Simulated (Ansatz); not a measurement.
What a change of settings does: TaN (CsCl type)

First run: DFT, PBE, norm-conserving pseudopotentials, Ansatz's default files, scalar-relativistic (Ansatz 0.2.0).

Command: `ansatz run input.yaml --threads 1 --pin off --max-ram 2048MiB --backend cpu --events-out ev --progress --plain --runs-dir out` It took 12 s on 1 thread of Arm Neoverse V1, on a shared host, peak memory 0.36 GiB.

```yaml
crystal:
  lattice:
    - [2.7498342164, 0.0, 0.0]
    - [0.0, 2.7498342164, 0.0]
    - [0.0, 0.0, 2.7498342164]
  atoms:
    - { symbol: Ta, position: [0.0, 0.0, 0.0] }
    - { symbol: "N", position: [0.5, 0.5, 0.5] }
kpoints:
  mp_grid: { grid: [14, 14, 14] }
scf:
  occupations: { method: fermi_dirac, width: 0.05 }
hamiltonian:
  xc: pbe
  pseudopotentials: { kind: nc }
output:
  forces: true
  stress: true
  eigenvalues: true
```

The cell comes from a relaxation on PAW files under the same functional, begun from a prototype that needn't be the stable phase.

This run: the series' base cell.

It converges in 8 SCF iterations at a pressure of 0.31 GPa, cutoff 1240 eV.

The input is then changed:

```diff
 kpoints:
-  mp_grid: { grid: [14, 14, 14] }
+  mp_grid: { grid: [5, 5, 5] }
 scf:
   eigenvalues: true
+basis:
+  ecutwfc: "500 eV"
```

Question: What does the second run give?

Answer: It converges in 10 SCF iterations at a pressure of -46.5 GPa, cutoff 500 eV, free energy +37.86 eV/atom against the first run's. More than one line changes, and not each need have an effect. Some of the changed settings are coarser than converged work would use.
